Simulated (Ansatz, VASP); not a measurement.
**Two plane-wave programs on Cu**

File INCAR:

```
SYSTEM = Cu
PREC = Accurate
ENCUT = 520
EDIFF = 1E-6
ISMEAR = 0
SIGMA = 0.15
LREAL = .False.
LASPH = .True.
NELM = 60
ALGO = Fast
ISIF = 2
LWAVE = .False.
LCHARG = .False.
GGA = PE
NBANDS = 18
```

KPOINTS

```
regular mesh
0
Gamma
  21 21 12
  0 0 0
```

The input POSCAR:

```
Cu
1.0
    2.6178954114      0.0000000000      0.0000000000
   -1.3089477057      2.2671639307      0.0000000000
    0.0000000000      0.0000000000      4.2748362871
Cu
2
Direct
    0.3333333333      0.6666666667      0.2500000000
    0.6666666667      0.3333333333      0.7500000000
```

Input for Ansatz:

```yaml
crystal:
  lattice:
    - [2.6178954114, 0.0, 0.0]
    - [-1.3089477057, 2.2671639307, 0.0]
    - [0.0, 0.0, 4.2748362871]
  atoms:
    - { symbol: Cu, position: [0.3333333333, 0.6666666667, 0.25] }
    - { symbol: Cu, position: [0.6666666667, 0.3333333333, 0.75] }
basis:
  ecutwfc: 520.0
kpoints:
  mp_grid: { grid: [21, 21, 12] }
hamiltonian:
  xc: pbe
scf:
  occupations: { method: gaussian, width: 0.15 }
output:
  forces: true
  stress: true
  eigenvalues: true
```

Alike in both runs: task single point; functional PBE; k mesh 21 × 21 × 12; occupations gaussian, width 0.15 eV; no spin polarisation.

|  | VASP | Ansatz |
| --- | --- | --- |
| version | VASP 6.6.1 | Ansatz 0.2.0 |
| potentials or method | VASP PAW PBE potentials, release 64 (Cu) | scalar-relativistic, plane waves, PAW |
| plane-wave cutoff (eV) | 520 | 520 |
| valence electrons in the cell | 22 | 38 |

```csv
,VASP,Ansatz,Ansatz less VASP
gap on the k mesh at the Fermi level (eV),none,none,-
pressure (GPa),-5.7,-7.1,-1.33
largest component of the traceless stress (GPa),0.77,0.81,+0.042
```

A gap of «none» marks a metal or a gap that the smearing closes. The functional is the same, so the differences come from potentials, cutoffs and numerics. The two sets of potentials don't hold the same shells in valence.
